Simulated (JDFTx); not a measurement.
Runs of JDFTx 1.7.0 (patched build) on TiB2. The structure is hexagonal, space group P6/mmm (No. 191). The conventional cell has a = 3.029 Å, b = 3.029 Å, c = 3.228 Å, α = 90.00°, β = 90.00°, γ = 120.00°. Ti (site symmetry 6/mmm) has 12 B at 2.38 Å as nearest neighbours. B (site symmetry -6m2) has 3 B at 1.75 Å as nearest neighbours. 

| task | level | potentials or basis | smearing | max SCF steps | SCF threshold on the energy | solver of the electrons | further solve for the empty bands | band ratio of the Davidson solver | gap on the mesh (eV) | pressure (GPa) |
| --- | --- | --- | --- | --- | --- | --- | --- | --- | --- | --- |
| single point | PBE | PseudoDojo-SR-PBE-0.5-standard with smoothed tails | gaussian 0.011 eV | 100 | 1e-09 Ha | scf | yes | - | none | 0.2 |
| single point | LDA | PseudoDojo-SR-LDA-0.4.1-standard with smoothed tails | gaussian 0.1 eV | 100 | 1e-09 Ha | scf | yes | - | none | -11.1 |
| single point | PBEsol | PseudoDojo-SR-PBEsol-0.4.1-standard with smoothed tails | fermi-dirac 0.05 eV | 100 | 1e-09 Ha | scf | yes | - | none | (a) |
| single point | LDA | PseudoDojo-SR-LDA-0.4.1-standard with smoothed tails | fermi-dirac 0.05 eV | 100 | 1e-09 Ha | scf | yes | - | none | -11.1 |

Alike in all rows: no spin polarisation; cell as given; k mesh 10 × 10 × 8; cutoff (eV) 1143.

Task: Fill in the values left out.

Result: (a) -4.7.

Caveats: the empty levels aren't tightly converged.

A gap of «none» marks a metal or a gap under the smearing width.
